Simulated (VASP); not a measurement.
# SnSe (Fm-3m) in VASP: single point with r2SCAN

Aim: the single point of SnSe with r2SCAN.

Program: VASP 6.6.1. These are calculated values, not measurements. Logs are shortened: lines on timing, memory, paths and dates and some standing lists are left out, and cuts for length are marked.

**1. The structure**

The structure is cubic, space group Fm-3m (No. 225). The conventional cell has a = 6.020 Å, b = 6.020 Å, c = 6.020 Å, α = 90.00°, β = 90.00°, γ = 90.00°. Sn (site symmetry m-3m) is surrounded by 6 Se at 3.01 Å. Se (site symmetry m-3m) has 6 Sn at 3.01 Å as nearest neighbours.

Measurements of this composition are mostly on another form, of space group No. 62.

**2. Single point, r2SCAN**

File POSCAR:

```
SnSe
1.0
    0.0000000000      3.0100000000      3.0100000000
    3.0100000000      0.0000000000      3.0100000000
    3.0100000000      3.0100000000      0.0000000000
Sn Se
1 1
Direct
    0.0000000000      0.0000000000      0.0000000000
    0.5000000000      0.5000000000      0.5000000000
```

File INCAR.step1:

```
SYSTEM = SnSe
ALGO = Normal ; EDIFF = 1E-4
ENCUT = 520 ; GGA = PE
ISMEAR = 0 ; LASPH = .TRUE.
LCHARG = .FALSE. ; LREAL = .FALSE.
LWAVE = .TRUE. ; NBANDS = 17
NELM = 100 ; PREC = Accurate
SIGMA = 0.05
```

File INCAR.step2:

```
SYSTEM = SnSe
ALGO = Normal ; EDIFF = 1E-6
ENCUT = 520 ; ISIF = 2
ISMEAR = 0 ; ISTART = 1
LASPH = .TRUE. ; LCHARG = .FALSE.
LMIXTAU = .TRUE. ; LREAL = .FALSE.
LWAVE = .FALSE. ; METAGGA = R2SCAN
NBANDS = 17 ; NELM = 100
PREC = Accurate ; SIGMA = 0.05
```

File KPOINTS:

```
k-points
0
G
  10 10 10
  0 0 0
```

Potentials or basis: VASP PAW PBE potentials, release 64 (Sn_d, Se).

The run is started by

```
$ cat potpaw_PBE.64/Sn_d/POTCAR potpaw_PBE.64/Se/POTCAR > POTCAR
$ cp INCAR.step1 INCAR
$ mpirun -np 1 vasp_std > vasp.out
$ cp INCAR.step2 INCAR
$ mpirun -np 1 vasp_std > vasp.out
```

OUTCAR:

```text
SYSTEM = SnSe
   EDIFF = 1E-6
   ENCUT = 520
   ISIF = 2
   ISMEAR = 0
   ISTART = 1
   LASPH = .TRUE.
   LREAL = .FALSE.
   METAGGA = R2SCAN
   NELM = 100
   PREC = Accurate

 ion  position               nearest neighbor table
   1  0.000  0.000  0.000-   2 3.01   2 3.01   2 3.01   2 3.01   2 3.01   2 3.01
   2  0.500  0.500  0.500-   1 3.01   1 3.01   1 3.01   1 3.01   1 3.01   1 3.01

  LATTYP: Found a face centered cubic cell.
 ALAT       =     6.0200000000

  Lattice vectors:

 A1 = (   0.0000000000,   3.0100000000,   3.0100000000)
 A2 = (   3.0100000000,   0.0000000000,   3.0100000000)
 A3 = (   3.0100000000,   3.0100000000,   0.0000000000)

Analysis of symmetry for initial positions (statically):
=====================================================================
 Subroutine PRICEL returns:
 Original cell was already a primitive cell.

 Routine SETGRP: Setting up the symmetry group for a
 face centered cubic supercell.

 Subroutine GETGRP returns: Found 48 space group operations
 (whereof 48 operations were pure point group operations)
 out of a pool of 48 trial point group operations.

The static configuration has the point symmetry O_h .

Analysis of symmetry for dynamics (positions and initial velocities):
=====================================================================
 Subroutine PRICEL returns:
 Original cell was already a primitive cell.

 Routine SETGRP: Setting up the symmetry group for a
 face centered cubic supercell.

 Subroutine GETGRP returns: Found 48 space group operations
 (whereof 48 operations were pure point group operations)
 out of a pool of 48 trial point group operations.

The dynamic configuration has the point symmetry O_h .

 Subroutine INISYM returns: Found 48 space group operations
 (whereof 48 operations are pure point group operations),
 and found     1 'primitive' translations

----------------------------------------------------------------------------------------

                                     Primitive cell

  volume of cell :      54.5418

  direct lattice vectors                    reciprocal lattice vectors
     0.000000000  3.010000000  3.010000000    -0.166112957  0.166112957  0.166112957
     3.010000000  0.000000000  3.010000000     0.166112957 -0.166112957  0.166112957
     3.010000000  3.010000000  0.000000000     0.166112957  0.166112957 -0.166112957

  length of vectors
[... 81 lines left out ...]
   NELM   =    100;   NELMIN=  2; NELMDL=  0     # of ELM steps
   EDIFF  = 0.1E-05   stopping-criterion for ELM
   LREAL  =      F    real-space projection
   EDIFFG = 0.1E-04   stopping-criterion for IOM
   NSW    =      0    number of steps for IOM
   IBRION =     -1    ionic relax: 0-MD 1-quasi-New 2-CG
   NFREE  =      0    steps in history (QN), initial steepest desc. (CG)
   ISIF   =      2    stress and relaxation
   ISYM   =      2    0-nonsym 1-usesym 2-fastsym
   POTIM  = 0.5000    time-step for ionic-motion
   TEBEG  =    0.0;   TEEND  =   0.0 temperature during run
   PSTRESS=    0.0 pullay stress
   NELECT =      20.0000    total number of electrons
   NUPDOWN=      -1.0000    fix difference up-down
   EMIN   =  10.00;   EMAX   =-10.00  energy-range for DOS
   EFERMI =   0.00;   METHOD = LEGACY
   ISMEAR =     0;   SIGMA  =   0.05  broadening in eV -4-tet -1-fermi 0-gaus
   EFERMI_NEDOS =   21; number of points for ismear=-14 and -15
   IALGO  =     38    algorithm
   IMIX   =      4    mixing-type and parameters
     AMIX     =   0.40;   BMIX     =  1.00
     AMIX_MAG =   1.60;   BMIX_MAG =  1.00
  volume/ion in A,a.u.               =      27.27       184.03
  Fermi-wavevector in a.u.,A,eV,Ry     =   1.171768  2.214321 18.681350  1.373040
  Thomas-Fermi vector in A             =   2.308207
   LORBIT       =      0    0 simple, 1 ext, 2 COOP (PROOUT), +10 PAW based schemes
   METAGGA = R2SCAN    functional components
   LHFCALC =     F    Hartree Fock is set to
   AEXX    =    0.0000 exact exchange contribution
   IVDW    =     0    specifies the selected vdW correction
   LEPSILON=     F    determine dielectric tensor
   LRPA    =     F    only Hartree local field effects (RPA)
 non-spin polarized calculation
 Gauss-broadening in eV      SIGMA  =   0.05
  energy-cutoff  :      520.00
  volume of cell :       54.54
 maximum number of plane-waves:      1479
   NGX = 15   NGY = 15   NGZ = 15

 number of electron      20.0000005 magnetization

 Free energy of the ion-electron system (eV)
  ---------------------------------------------------
  ext. energy  EPLUGINS =         0.00000000
  ---------------------------------------------------
  free energy    TOTEN  =       -39.87466772 eV

  energy without entropy =      -39.87466772  energy(sigma->0) =      -39.87466772

 E-fermi :   5.9239     XC(G=0): -10.1876

 val. band max:        5.7109916681   @ k =   0.5000   0.0000   0.0000
 cond. band min:       6.1657967743   @ k =   0.5000   0.0000   0.0000
 fundamental gap:      0.4548051063
 Fermi energy:         5.9239057359

 k-point     1 :       0.0000    0.0000    0.0000
  band No.  band energies     occupation
      1     -16.8384      2.00000
      2     -16.8384      2.00000
      3     -16.8363      2.00000
      4     -16.8363      2.00000
      5     -16.8363      2.00000
      6      -9.0116      2.00000
[... 457 lines left out ...]
      4     -16.8227      2.00000
      5     -16.8220      2.00000
      6      -8.0343      2.00000
[... 9 lines left out ...]
     16      16.7997      0.00000
     17      17.4141      0.00000

 [... further k-points ...]

------------------------ aborting loop because EDIFF is reached ----------------------------------------

  FORCE on cell =-STRESS in cart. coord.  units (eV):
  Direction    XX          YY          ZZ          XY          YZ          ZX
  --------------------------------------------------------------------------------------
  -------------------------------------------------------------------------------------
  Total       -0.0096267     -0.0096267     -0.0096267      0.0000000      0.0000000      0.0000000
  in kB       -0.2827876     -0.2827876     -0.2827876      0.0000000      0.0000000      0.0000000
  external PRESSURE =      -0.2827876 kB  Pullay stress =       0.0000000 kB

 VOLUME and BASIS-vectors are now :
 -----------------------------------------------------------------------------
  energy-cutoff  :      520.00
  volume of cell :       54.54
      direct lattice vectors                 reciprocal lattice vectors
     0.000000000  3.010000000  3.010000000    -0.166112957  0.166112957  0.166112957
     3.010000000  0.000000000  3.010000000     0.166112957 -0.166112957  0.166112957
     3.010000000  3.010000000  0.000000000     0.166112957  0.166112957 -0.166112957

 POSITION                                       TOTAL-FORCE (eV/Angst)
 -----------------------------------------------------------------------------------
      0.00000      0.00000      0.00000        -0.000000     -0.000000      0.000000
      3.01000      3.01000      3.01000         0.000000      0.000000     -0.000000
 -----------------------------------------------------------------------------------
    total drift:                                0.000000     -0.000000     -0.000000

  FREE ENERGIE OF THE ION-ELECTRON SYSTEM (eV)
  ---------------------------------------------------
  free  energy   TOTEN  =       -39.8746677241 eV

  energy  without entropy=      -39.8746677241  energy(sigma->0) =      -39.87466772
```

OSZICAR.step1:

```text
N       E                     dE             d eps       ncg     rms          rms(c)
DAV:   1     0.133403928857E+03    0.13340E+03   -0.97786E+03  1630   0.145E+03
DAV:   2     0.444639681857E+01   -0.12896E+03   -0.12450E+03  1744   0.351E+02
DAV:   3    -0.806307179240E+01   -0.12509E+02   -0.12436E+02  1879   0.934E+01
DAV:   4    -0.838937532396E+01   -0.32630E+00   -0.32609E+00  1933   0.160E+01
DAV:   5    -0.839869267074E+01   -0.93173E-02   -0.93169E-02  2253   0.266E+00    0.306E+00
DAV:   6    -0.821212736650E+01    0.18657E+00   -0.45783E-01  2261   0.387E+00    0.181E+00
DAV:   7    -0.821102691975E+01    0.11004E-02   -0.83596E-02  1865   0.128E+00    0.910E-01
DAV:   8    -0.821333158798E+01   -0.23047E-02   -0.91435E-03  1927   0.840E-01    0.127E-01
DAV:   9    -0.821309418065E+01    0.23741E-03   -0.14649E-03  2195   0.311E-01    0.534E-02
DAV:  10    -0.821317265944E+01   -0.78479E-04   -0.18611E-04  1831   0.772E-02
   1 F= -.82131727E+01 E0= -.82131727E+01  d E =-.623895E-14
```

It took 56 s on 1 thread of Intel Xeon 6975P-C (Granite Rapids), shared host; peak memory 0.21 GiB.

What came out:

```
Free energy            : -39.8747 eV
Pressure               : 0.0 GPa
Band gap on the k mesh : 0.45 eV, direct
```

Caveat: the PAW data sets were made with another functional, which shifts forces and pressure a little; spin-orbit coupling is left out, which moves the levels of the heavy elements. A k mesh can miss the band edges.
